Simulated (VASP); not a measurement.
# Se (Im-3m) in VASP: notebook, part 2 of 2

VASP 6.6.1.

### Step 3. Single point, revPBE

Contents of INCAR:

```
PREC = Accurate
ENCUT = 520
EDIFF = 1E-6
ISMEAR = -1
SIGMA = 0.1
LREAL = F
LASPH = T
NELM = 100
ALGO = Normal
ISIF = 2
LWAVE = F
LCHARG = F
GGA = RE
NBANDS = 9
```

Contents of KPOINTS:

```
Automatic mesh
0
Gamma
  13 13 13
```

Contents of POSCAR:

```
Se
1.0
   -1.7303040278      1.7303040278      1.7303040278
    1.7303040278     -1.7303040278      1.7303040278
    1.7303040278      1.7303040278     -1.7303040278
Se
1
Direct
    0.0000000000      0.0000000000      0.0000000000
```

Potentials or basis: VASP PAW PBE potentials, release 64 (Se).

Started as:

```bash
> cat potpaw_PBE.64/Se/POTCAR > POTCAR
> mpirun -np 1 vasp_std > vasp.out
```

Run time: 6.4 s. Hardware: 1 thread of Intel Xeon Platinum 8375C at 2.90GHz (Ice Lake), shared host; peak memory 0.14 GiB.

It converged, with:

- Free energy: -2.5743 eV
- Pressure: 0.0 GPa
- Band gap on the k mesh: none (metal or under the smearing width)

Levels at points of the mesh, in eV from the Fermi level:
| k point | band 1 | band 2 | band 3 | band 4 | band 5 | band 6 | band 7 |
| --- | --- | --- | --- | --- | --- | --- | --- |
| (0.00, 0.00, 0.00) | -15.97 | 2.84 | 2.84 | 2.84 | 10.92 | 12.30 | 12.30 |

Caveat: the PAW data sets were made with another functional, which shifts forces and pressure a little.

### Step 4. Relaxation of cell and atoms, revPBE

This run uses another cell than the first one, of 21.81 Å³/atom, 1.052 times its volume.

Contents of INCAR:

```
SYSTEM = Se
  PREC = Accurate
  ENCUT = 600
  EDIFF = 1E-6
  ISMEAR = -1
  SIGMA = 0.1
  LREAL = .FALSE.
  LASPH = .TRUE.
  NELM = 60
  ALGO = Normal
  ISIF = 3
  LWAVE = .FALSE.
  LCHARG = .FALSE.
  GGA = RE
  IBRION = 2
  NSW = 80
  EDIFFG = -0.01
```

Contents of KPOINTS:

```
regular mesh
0
G
  13 13 13
  0 0 0
```

Contents of POSCAR:

```
Se
1.0
   -1.7600399104      1.7600399104      1.7600399104
    1.7600399104     -1.7600399104      1.7600399104
    1.7600399104      1.7600399104     -1.7600399104
Se
1
Direct
    0.0000000000      0.0000000000      0.0000000000
```

Potentials or basis: VASP PAW PBE potentials, release 64 (Se).

Started as:

```bash
> cat potpaw_PBE.64/Se/POTCAR > POTCAR
> mpirun -np 1 vasp_std > vasp.out
```

OUTCAR:

```text
SYSTEM = Se
   PREC = Accurate
   ENCUT = 600
   EDIFF = 1E-6
   ISMEAR = -1
   LREAL = .FALSE.
   LASPH = .TRUE.
   NELM = 60
   ISIF = 3
   GGA = RE
   IBRION = 2
   NSW = 80
   EDIFFG = -0.01

 ion  position               nearest neighbor table
   1  0.000  0.000  0.000-

  LATTYP: Found a body centered cubic cell.
 ALAT       =     3.5200798208

  Lattice vectors:

 A1 = (  -1.7600399104,   1.7600399104,   1.7600399104)
 A2 = (   1.7600399104,  -1.7600399104,   1.7600399104)
 A3 = (   1.7600399104,   1.7600399104,  -1.7600399104)

Analysis of symmetry for initial positions (statically):
=====================================================================
 Subroutine PRICEL returns:
 Original cell was already a primitive cell.

[... 173 lines left out ...]
 cond. band min:       4.8001736422   @ k =  -0.2308   0.3077   0.0769
 fundamental gap:      0.0520879383
 Fermi energy:         4.7659368062

 k-point     1 :       0.0000    0.0000    0.0000
  band No.  band energies     occupation
      1     -10.7719      2.00000
      2       7.3575      0.00000
      3       7.3575      0.00000
      4       7.3575      0.00000
      5      15.0499      0.00000
      6      16.9534      0.00000
      7      16.9534      0.00000
[... 299 lines left out ...]
--------------------------------------- Ionic step        3  -------------------------------------------

 number of electron       5.9999999 magnetization

 Free energy of the ion-electron system (eV)
  ---------------------------------------------------
  ext. energy  EPLUGINS =         0.00000000
  ---------------------------------------------------
  free energy    TOTEN  =        -2.57439690 eV

  energy without entropy =       -2.55241375  energy(sigma->0) =       -2.56340532

 E-fermi :   5.3698     XC(G=0): -10.4624

 val. band max:        5.3243189468   @ k =   0.2308   0.0769   0.0769
 cond. band min:       5.3831244610   @ k =   0.4615   0.0000   0.0000
 fundamental gap:      0.0588055142
 Fermi energy:         5.3697583321

 k-point     1 :       0.0000    0.0000    0.0000
  band No.  band energies     occupation
      1     -10.5992      2.00000
      2       8.2107      0.00000
      3       8.2107      0.00000
      4       8.2107      0.00000
      5      16.2888      0.00000
      6      17.6695      0.00000
      7      17.6695      0.00000
[... 258 lines left out ...]
  FREE ENERGIE OF THE ION-ELECTRON SYSTEM (eV)
  ---------------------------------------------------
  free  energy   TOTEN  =        -2.5743969003 eV

  energy  without entropy=       -2.5524137494  energy(sigma->0) =       -2.56340532

 reached required accuracy - stopping structural energy minimisation
```

Wall time 21 s (1 thread of Intel Xeon Platinum 8375C at 2.90GHz (Ice Lake), shared host); peak memory 0.15 GiB.

Results:

```
Free energy                            : -2.5744 eV
Relaxed volume                         : 20.72 Å³/atom
Relaxed cell                           : a = 2.997 Å, b = 2.997 Å, c = 2.997 Å, α = 109.47°, β = 109.47°, γ = 109.47°
Space group after relaxing (to 0.05 Å) : Im-3m (No. 229)
Energy gained by relaxing              : 11.0 meV/atom
Ionic steps                            : 3
Pressure after relaxing                : 0.0 GPa
Band gap on the k mesh                 : none (metal or under the smearing width)
```

Step by step:
| step | energy change (eV) | largest force (eV/Å) | pressure (GPa) | volume (Å³) |
| --- | --- | --- | --- | --- |
| 1 | 0.0000 | 0.0000 | -3.07 | 21.81 |
| 2 | -0.0105 | 0.0000 | 0.67 | 20.52 |
| 3 | -0.0110 | 0.0000 | 0.00 | 20.72 |

Final structure:
```xyz
1
Lattice="-1.7301 1.7301 1.7301 1.7301 -1.7301 1.7301 1.7301 1.7301 -1.7301" Properties=species:S:1:pos:R:3 pbc="T T T"
Se    0.0000    0.0000    0.0000
```

Caveat: the PAW data sets were made with another functional, which shifts forces and pressure a little.

### Step 5. Single point, revPBE

This run uses another cell than the first one, of 19.06 Å³/atom, 0.920 times its volume.

Contents of INCAR:

```
SYSTEM = Se
PREC     = Accurate       ! precision mode
ENCUT    = 520            ! plane-wave cutoff, eV
EDIFF    = 1E-7           ! SCF threshold, eV
ISMEAR   = -1             ! smearing method
SIGMA    = 0.1            ! smearing width, eV
LREAL    = .False.        ! projectors in reciprocal space
LASPH    = .True.         ! aspherical terms in the spheres
NELM     = 60             ! most SCF steps
ALGO     = Normal         ! electronic algorithm
ISIF     = 2              ! what is computed and relaxed
LWAVE    = .False.        ! write WAVECAR
LCHARG   = .True.         ! write CHGCAR
GGA      = RE             ! functional
LELF     = .True.         ! ELF
LVHAR    = .True.       
NBANDS   = 9              ! bands
```

Contents of KPOINTS:

```
Automatic mesh
0
Gamma
  14 14 14
  0 0 0
```

Contents of POSCAR:

```
Se
1.0
   -1.6828743634      1.6828743634      1.6828743634
    1.6828743634     -1.6828743634      1.6828743634
    1.6828743634      1.6828743634     -1.6828743634
Se
1
Direct
    0.0000000000      0.0000000000      0.0000000000
```

Started as:

```bash
> cat potpaw_PBE.64/Se/POTCAR > POTCAR
> mpirun -np 1 vasp_std > vasp.out
```

Run time: 13 s. Hardware: 1 thread of Intel Xeon Platinum 8375C at 2.90GHz (Ice Lake), shared host; peak memory 0.15 GiB.

The run converged. Its results:

```yaml
Free_energy: -2.5359 eV
Pressure: 7.3 GPa
Band_gap_on_the_k_mesh: none (metal or under the smearing width)
```

Levels at points of the mesh, in eV from the Fermi level:
```csv
k point,band 1,band 2,band 3,band 4,band 5,band 6,band 7,band 8
"(0.00, 0.00, 0.00)",-16.65,3.36,3.36,3.36,12.13,12.57,12.57,12.57
"(0.50, 0.00, 0.00)",-12.82,-7.12,0.11,2.38,7.03,8.30,17.82,18.50
"(0.50, 0.50, 0.50)",-10.12,-3.43,-3.43,-3.43,3.85,3.85,23.31,23.31
```

Caveat: the PAW data sets were made with another functional, which shifts forces and pressure a little.

### Step 6. Overview

```csv
task,cell,k mesh,cutoff (eV),gap on the mesh (eV),pressure (GPa)
single point,"Im-3m, 20.72 Å³/atom",21 × 21 × 21,520,none,0.2
single point,"Im-3m, 20.72 Å³/atom",13 × 13 × 13,520,none,0.0
relaxation of cell and atoms,relaxed,13 × 13 × 13,600,none,0.0
single point,"Im-3m, 19.06 Å³/atom",14 × 14 × 14,520,none,7.3
```

Alike in all rows: level revPBE; potentials or basis VASP PAW PBE potentials, release 64 (Se); no spin polarisation; smearing fermi-dirac 0.1 eV.

Every run on the cell as given and a fine mesh finds a metal.

Caveats: the PAW data sets were made with another functional, which shifts forces and pressure a little.

Absolute energies hang on the potentials; compare differences alone.
